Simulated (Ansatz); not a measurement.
## Ge: single point with PBE

**What was measured.**

From “Electronic and optical properties of SixGe1-x-ySny alloys lattice-matched to Ge”, 2021, arxiv:2109.02782, for a bulk crystal of Ge at 300 K: band gap 0.807 eV (direct).

The system is Ge.

```
Ge
1.0
     0.00000    2.82891    2.82891
     2.82891    0.00000    2.82891
     2.82891    2.82891    0.00000
Ge
2
Direct
  0.75000 0.75000 0.75000
  0.50000 0.50000 0.50000
```

| Quantity | Value |
| --- | --- |
| Program | Ansatz 0.2.0 |
| Task | single point |
| Functional | PBE |
| Potentials or basis | Ansatz PAW |
| Cutoff | 420 eV (not typed: the program's choice for these potentials) |
| k mesh | 8 × 8 × 8 |
| Occupations | gaussian, width 0.013 eV |
| Spin | no spin polarisation |

```
Pressure               : 3.6 GPa
Band gap on the k mesh : 0.03 eV, direct
```

Levels at points of the mesh, in eV from the valence-band top:
| k point | band 11 | band 12 | band 13 | band 14 | band 15 | band 16 | band 17 | band 18 |
| --- | --- | --- | --- | --- | --- | --- | --- | --- |
| (0.00, 0.00, 0.00) | -12.77 | 0.00 | 0.00 | 0.00 | 0.03 | 2.55 | 2.55 | 2.55 |
| (0.00, 0.00, -0.50) | -10.68 | -7.60 | -1.41 | -1.41 | 0.18 | 3.74 | 3.74 | 7.13 |
| (0.00, -0.50, -0.50) | -8.89 | -8.89 | -3.07 | -3.07 | 0.75 | 0.75 | 9.51 | 9.51 |

It took 2.1 s on 2 threads of Intel(R) Xeon(R) Processor @ 2.50GHz (Skylake/Cascade Lake), with other jobs on the host, peak memory 0.33 GiB.

Against the measured gap of Ge, 0.807 eV (direct; 300 K; “Electronic and optical properties of SixGe1-x-ySny alloys lattice-matched to Ge”, 2021, arxiv:2109.02782), the calculated 0.03 eV is off by -0.78 eV. 3 values of this kind are on record (0.666 to 0.807 eV); this one was drawn at random among those near their median. Spin-orbit coupling on Ge is left out. The value is that of PBE on a finite k mesh, which can miss the band edges, without temperature or zero-point motion. Semilocal functionals fall short of measured gaps as a rule.
